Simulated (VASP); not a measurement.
A run of VASP 6.6.1:

INCAR

```
PREC = Accurate
ENCUT = 600
EDIFF = 1E-6
ISMEAR = 0
SIGMA = 0.03
LREAL = False
LASPH = True
NELM = 80
ALGO = Normal
ISIF = 3
LWAVE = False
LCHARG = False
GGA = PE
IBRION = 2
NSW = 90
EDIFFG = -0.01
```

File KPOINTS:

```
regular mesh
0
Gamma
  10 10 10
```

File POSCAR:

```
InAs
1.0
    0.0000000000      3.0180000000      3.0180000000
    3.0180000000      0.0000000000      3.0180000000
    3.0180000000      3.0180000000      0.0000000000
In As
1 1
Direct
    0.0000000000      0.0000000000      0.0000000000
    0.2500000000      0.2500000000      0.2500000000
```

Potentials or basis: VASP PAW PBE potentials, release 64 (In_d, As).

The run is started by

```console
$ cat potpaw_PBE.64/In_d/POTCAR potpaw_PBE.64/As/POTCAR > POTCAR
$ mpirun -np 1 vasp_std > vasp.out
```

Hardware: 1 thread of Intel(R) Xeon(R) Platinum 8488C (Sapphire Rapids) (shared host).

Problem. Estimate the wall time of this run.

Solution. Wall time 76 s on 1 thread of Intel(R) Xeon(R) Platinum 8488C (Sapphire Rapids) (shared host), peak memory 0.24 GiB. Counts: scf iterations 31, k points 47, ion steps 3.
